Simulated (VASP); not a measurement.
Wanted: the native input for a VASP 6.6.1 run.

```
Task                   : relaxation of cell and atoms
Functional             : PBEsol
Potentials or basis    : VASP PAW PBE potentials, release 64 (Sr_sv, Ti_sv, O)
Cutoff                 : 600 eV
k mesh                 : 8 × 8 × 8
Occupations            : gaussian, width 0.03 eV
Spin                   : no spin polarisation
Target pressure        : 2.3 GPa
Further INCAR settings : ALGO = Normal; EDIFF = 1e-07; IBRION = 2; EDIFFG = -0.005; NSW = 90; ISIF = 3
Target pressure        : 2.3 GPa
```

The structure of SrTiO3 (Tausonite) lies in POSCAR:

```
SrTiO3                                  
1.0
    3.8791333856      0.0000000000      0.0000000000
    0.0000000000      3.8791333856     -0.0000000000
    0.0000000000     -0.0000000000      3.8791333856
  Sr              Ti              O             
     1     1     3
Direct
     0.5000000000000000    0.5000000000000000    0.5000000000000000
     0.0000000000000000    0.0000000000000000    0.0000000000000000
     0.5000000000000000    0.0000000000000000    0.0000000000000000
     0.0000000000000000    0.5000000000000000    0.0000000000000000
     0.0000000000000000    0.0000000000000000    0.5000000000000000
```

One way to write it, as run:

INCAR

```
PREC     = Accurate       # precision mode
ENCUT    = 600            # plane-wave cutoff, eV
EDIFF    = 1E-7           # SCF threshold, eV
ISMEAR   = 0              # smearing method
SIGMA    = 0.03           # smearing width, eV
LREAL    = False          # projectors in reciprocal space
LASPH    = True           # aspherical terms in the spheres
NELM     = 80             # most SCF steps
ALGO     = Normal         # electronic algorithm
ISIF     = 3              # what is computed and relaxed
LWAVE    = False          # write WAVECAR
LCHARG   = False          # write CHGCAR
GGA      = PS             # functional
IBRION   = 2              # ionic algorithm
NSW      = 90             # ionic steps
EDIFFG   = -0.005         # ionic threshold
PSTRESS  = 23.0
```

KPOINTS

```
regular mesh
0
Gamma
  8 8 8
```

Potentials or basis: VASP PAW PBE potentials, release 64 (Sr_sv, Ti_sv, O).

Run with:

```console
$ cat potpaw_PBE.64/Sr_sv/POTCAR potpaw_PBE.64/Ti_sv/POTCAR potpaw_PBE.64/O/POTCAR > POTCAR
$ mpirun -np 1 vasp_std > vasp.out
```

Results of the run:

The pressure after relaxing is 2.3 GPa. The band gap on the k mesh is 1.84 eV, indirect (least direct gap 2.18 eV).

Caveat: the relaxation stopped at its first step, so nothing moved; the cell is relaxed towards a set pressure, so the enthalpy falls and the energy may rise; the PAW data sets were made with another functional, which shifts forces and pressure a little.

Run time: 47 s on 1 thread of Intel(R) Xeon(R) Platinum 8259CL CPU @ 2.50GHz (Skylake/Cascade Lake), with other jobs on the host, peak memory 0.22 GiB.
